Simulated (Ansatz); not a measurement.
# WC: relaxing cell and atoms and phonons, part 2 of 2

The task, for WC: 2 runs in a chain (relaxing cell and atoms and phonons).

Ansatz 0.2.0; DFT PBEsol, scalar-relativistic, plane waves, PAW. Earlier steps stand in the parts before.

**3. Phonons**

It takes the final geometry of step 2.

The input, input.yaml:

```yaml
crystal:
  lattice:
    - [2.8987463378, 0.0, 0.0]
    - [-1.4493731689, 2.5103879677, 0.0]
    - [0.0, 0.0, 2.826840847]
  atoms:
    - { symbol: W, position: [0.0, 0.0, 0.0] }
    - { symbol: C, position: [0.3333333333, 0.6666666667, 0.5] }
scf:
  occupations: { method: gaussian, width: 0.1 }
output: {}
hamiltonian:
  xc: pbesol
phonons:
  thermal_expansion: {}
  temperatures: { t_max: 1500.0, t_step: 50.0 }
  method: dfpt
  qmesh: [3, 3, 3]
kpoints:
  mp_grid: { grid: [15, 15, 15] }
```

Run with:

```
$ ansatz run input.yaml --threads 16 --pin off --max-ram 49152MiB --backend cpu --events-out ev --progress --plain --runs-dir out
```

Output, cut to the lines that bear on the results:

```text
Warning: phonons: the dynamical matrix that this run interpolates holds no multipole term above the dipole-dipole one, and a site of this crystal is no centre of inversion, so its interpolated transverse optical and acoustic branches and sound speeds can stay off near Gamma, and the [...]
Warning: RAYON_NUM_THREADS=16 ignored (pool sized by the plan → 16); use --threads N
[...]
Pseudopotentials: kind: paw
Pseudopotential: W, paw, valence charge 14, recommended cutoff 420 eV (normal), W.paw.azcp
Pseudopotential: C, paw, valence charge 4, recommended cutoff 420 eV (normal), C.paw.azcp
Functional definition: PBEsol
[...]
Crystal: 2 atoms, lattice volume = 20.571 Å³
Basis set: ecut = 487.2 eV, 515 PW (Γ), exchange–correlation on 48×48×48 points (8 copies of the dense FFT grid, shifted against one another)
Bands: 13, of which v1, the nominal top of the filled ones, is band 9 counted from 1 (8 counted from 0)
Symmetry: 12 space group operations
Space group: P-6m2 (ITA 187), of the structure as read, at distance tolerance 2.7e-5 Å
k-points: 216 of 3375 (time reversal used)
[...]
SCF iter   1: F=—  HF=-10503.738077 eV  |F-HF|=—  |Δ(HF+E_count)|=         —  Δρ=1.22e-2  dr2=2.57e-2  ethr=1.77e-3  ⟨swp⟩=5.3  Hψ=13828  notcnv=0
[...]
SCF iter   8: F=-10503.734404 eV  HF=-10503.734404 eV  |F-HF|=1.82e-12  |Δ(HF+E_count)|=  6.73e-11  Δρ=7.71e-8  dr2=7.33e-13  ethr=1.00e-12  ⟨swp⟩=6.9  Hψ=13023  notcnv=0
[...]
relax step   1: F+E_penalty+E_count = -10503.73440361 eV  Δ(F+E_penalty+E_count) = +0.000e0 eV  max|allowed force component| = 1.573e-16 eV/Å  Δτ_max = 0.0000 Å  (8 SCF iters, accepted)
NSCF: frozen V_eff on 216 k-points
[...]
SCF converged after 8 iterations
Free energy (F): -10503.734404 eV
[...]
E sigma→0 (E₀):  -10503.733650 eV
Entropy (-TS):   -0.001507 eV (-0.753 meV/atom)
[...]
WARN: thermal expansion, phonons of cell 6: eigensolver did not converge (k=183): 1 band(s) unlocked after 20 sweeps at ethr=1.00e-12 eV (lowest unlocked band 12, counted from 0; max residual 4.54e-5 eV among the unlocked bands, 4.54e-5 eV over every band)
WARN: thermal expansion, phonons of cell 7: eigensolver did not converge (k=183): 1 band(s) unlocked after 20 sweeps at ethr=1.00e-12 eV (lowest unlocked band 12, counted from 0; max residual 6.11e-5 eV among the unlocked bands, 6.11e-5 eV over every band)
WARN: thermal expansion, phonons of cell 8: eigensolver did not converge (k=183): 1 band(s) unlocked after 20 sweeps at ethr=1.00e-12 eV (lowest unlocked band 12, counted from 0; max residual 2.06e-5 eV among the unlocked bands, 2.06e-5 eV over every band)
WARN: thermal expansion, phonons of cell 9: eigensolver did not converge (k=183): 1 band(s) unlocked after 20 sweeps at ethr=1.00e-12 eV (lowest unlocked band 12, counted from 0; max residual 4.15e-5 eV among the unlocked bands, 4.15e-5 eV over every band)
WARN: thermal expansion, phonons of cell 10: eigensolver did not converge (k=183): 1 band(s) unlocked after 20 sweeps at ethr=1.00e-12 eV (lowest unlocked band 12, counted from 0; max residual 5.21e-5 eV among the unlocked bands, 5.21e-5 eV over every band)
WARN: thermal expansion, phonons of cell 11: eigensolver did not converge (k=183): 1 band(s) unlocked after 20 sweeps at ethr=1.00e-12 eV (lowest unlocked band 12, counted from 0; max residual 2.44e-5 eV among the unlocked bands, 2.44e-5 eV over every band)
WARN: thermal expansion: eigensolver_not_converged in the phonons of 6 cells: 6, 7, 8, 9, 10, 11
[...]
   550.00    2.90782    2.90782    2.83624    20.7687 |    4.75    4.75    4.54   14.04 |   12.70 |    45.138    44.610 |   389.45   394.06
   700.00    2.90996    2.90996    2.83824    20.8139 |    5.04    5.04    4.84   14.92 |   13.40 |    47.498    46.746 |   385.17   391.36
   850.00    2.91221    2.91221    2.84034    20.8615 |    5.24    5.24    5.02   15.51 |   13.92 |    48.969    47.991 |   380.81   388.57
  1000.00    2.91454    2.91454    2.84251    20.9108 |    5.41    5.41    5.15   15.96 |   14.34 |    50.014    48.806 |   376.40   385.71
  1150.00    2.91693    2.91693    2.84473    20.9616 |    5.55    5.55    5.25   16.35 |   14.70 |    50.839    49.395 |   371.94   382.82
  1300.00    2.91939    2.91939    2.84699    21.0137 |    5.69    5.69    5.34   16.71 |   15.00 |    51.549    49.860 |   367.45   379.89
  1450.00    2.92191    2.92191    2.84929    21.0669 |    5.82    5.82    5.42   17.06 |   15.29 |    52.197    50.255 |   362.91   376.94
  1500.00    2.92277    2.92277    2.85006    21.0850 |    5.86    5.86    5.45   17.17 |   15.37 |    52.405    50.376 |   361.40   375.95
  stiffness (GPa) against the strains that keep the symmetry, 3 along the crystal's axis
    without vibrations: C11 + C12 981.22, C13 184.15, C33 990.85
  the static fit leaves 0.001 meV an atom of the energies and, of the stresses, 0.002 GPa of each cell's largest along a strain (root mean squares over the cells), whose Pulay part it has at -0.025 GPa
  vibrations' free energy: its fit passes through its cells
  the electrons' free energy at temperature is in it; its fit leaves 0.0021 meV an atom at the most
  free energies summed between the sampled wave vectors
  estimated error of the fitted expansion in any direction: up to 0.105e-6/K, at 1500 K (an estimate, not a bound: it was exceeded on models of known expansion)
  by sums over the sampled wave vectors an expansion of the volume parts by up to 0.29e-6/K
  by a static energy of one degree less an expansion of the volume parts by up to 0.01e-6/K
  eigensolver_not_converged in the phonons of 6 cells: 6, 7, 8, 9, 10, 11
```

It took 8.6 min on 16 threads of Arm Neoverse V2, shared host; peak memory 1.8 GiB.

**4. Results**

What follows sums up all 2 parts.

| step | volume (Å³/atom) | pressure (GPa) | energy (eV) | gap on the mesh (eV) | time |
| --- | --- | --- | --- | --- | --- |
| 2 | 10.29 | 0.0 | -10503.730 | 0.00 | 3.2 s |

```
            quantity                                                                       value
relaxed cell, step 2  a = 2.899 Å, b = 2.899 Å, c = 2.827 Å, α = 90.00°, β = 90.00°, γ = 120.00°
```

**Reading.** Against the measured lattice constant a of WC, 2.906 Å (ceramic; “Reflectance spectral studies of spark plasma sintered tungsten carbide pellet”, 2024, arxiv:2411.15754), the calculated 2.899 Å is off by -0.2 %. A measured lattice constant c of WC is 2.837 Å (ceramic; “Reflectance spectral studies of spark plasma sintered tungsten carbide pellet”, 2024, arxiv:2411.15754); the calculated 2.827 Å misses it by -0.4 %. That is the cell relaxed with PBEsol, without thermal expansion or zero-point motion. Spin-orbit coupling is left out for W.
